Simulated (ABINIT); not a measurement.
Input of an ABINIT 10.8.3 (patched build) run:

Contents of run.abi:

```
# Pseudopotentials
pp_dirpath "./"
pseudos "53_I_7_2.3_2.5_pbe_n_v1.0.psp8, 19_K_9_2.2_2.7_pbe_n_v1.0.psp8"

# Structure
acell 3*1.0 Angstrom
rprim
     0.0000000000     3.5327750000     3.5327750000
     3.5327750000     0.0000000000     3.5327750000
     3.5327750000     3.5327750000     0.0000000000
ntypat 2
znucl 53 19
natom 2
typat 1 2
xred
     0.5000000000     0.5000000000     0.5000000000
     0.0000000000     0.0000000000     0.0000000000

# Plane-wave basis
ecut 14.0

# k points
kptopt 1
ngkpt 4 4 4
nshiftk 1
shiftk 0.0 0.0 0.0

# Exchange and correlation
ixc 11

# Bands and occupations
nband 10
occopt 1

# SCF cycle
nstep 100
tolvrs 1.0e-10
diemac 6.0

# Output
iomode 3
prtwf 0
prteig 0
prtebands 0
prtvol 2
prtden 1
prtvha 1
prtvclmb 1
prtpot 1
prtelf 1
```

Potentials or basis: SPMS NC PBE v1.0.

Run with:

```sh
$ mpirun --bind-to none -np 8 abinit run.abi > log 2>&1
```

Problem. Predict the pressure.

Solution. 0.6 GPa.

Problem. What does it give for the band gap on the k mesh?

Solution. 3.96 eV, direct.

Caveat: spin-orbit coupling is left out, which moves the levels of the heavy elements.

**Measured values to compare with.**

From a printed reference work, monograph, for a bulk crystal of KI: band gap 6.32 eV.

Measured gap of KI: 6.32 eV (a printed reference work, monograph). This calculation gives 3.96 eV (-2.36 eV). Spin-orbit coupling on I is left out. The value is that of PBE, without temperature or zero-point motion. Semilocal functionals fall short of measured gaps as a rule.
